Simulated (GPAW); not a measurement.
# Equation of state of Au under OLYP+D3(BJ)

It takes space group Fm-3m (No. 225, cubic). The conventional cell has a = 4.070 Å, b = 4.070 Å, c = 4.070 Å, α = 90.00°, β = 90.00°, γ = 90.00°. Au (site symmetry m-3m) has 12 Au at 2.88 Å as nearest neighbours.

The cell was scaled at fixed shape and fractions and run with GPAW, PAW data sets generated for this functional, cutoff 600 eV; OLYP+D3(BJ), k mesh 11 × 11 × 11 on the cell of 1 atom, fermi-dirac occupations of 0.05 eV, no spin polarisation, no spin-orbit coupling. Energies are those that the program minimises, any entropy of the smearing included. For a metal such a mesh isn't converged to the digits shown.

```csv
V (Å³/atom),energy over the lowest row (meV/atom)
15.8435,4.28
16.1806,0.00
16.5177,4.27
16.8548,?
17.1919,33.82
17.5290,57.17
17.8661,85.15
```

Fit the third-order Birch-Murnaghan form, give V0, B0 and B′, and predict the energy left open.

With y = (V0/V)^(2/3), E = E0 + (9 V0 B0/16) [(y - 1)³ B′ + (y - 1)² (6 - 4y)]. Least squares through the rows shown give V0 = 16.1725 Å³/atom, E0 = 0.00 meV, B0 = 195.1 GPa (1 eV/Å³ = 160.218 GPa) and B′ = 6.14, with a largest miss of 0.01 meV. At V = 16.8548 the form with these constants gives 15.88 meV; the run gave 15.89 meV an atom. Measured volume: 16.95 Å³/atom at 298 K (arxiv:1805.06931), so the fit lies -4.6 % from it. Measured modulus: 167 GPa (pmc:11102561, doi:10.1038/s41598-024-61861-2), so the fit lies +16.8 % from it. The runs are for a static lattice.

The fitted curve makes gold too compact and too stiff, whereas gradient-corrected functionals usually err the other way for this metal. A likely cause is the pairwise dispersion term, which adds attraction between the polarisable 5d shells without fully accounting for screening by the conduction electrons; the semilocal part could contribute too, and these energies don't separate the two. Thermal expansion accounts for only a small part of the volume difference.

The two errors are linked. Compression strengthens the repulsion between the filled 5d shells, so the modulus rises steeply as the volume falls, as B′ = 6.14 expresses. Taken at the measured volume, the same curve would in fact be softer than real gold, which suggests that the excess stiffness comes from the short equilibrium spacing rather than from too strong a curvature at a given spacing.

The close prediction of the open energy shows that the curve is smooth and interpolates well, not that the functional describes gold's cohesion correctly. With only one row clearly on the compressed side, extrapolation to high pressure is poorly tested.
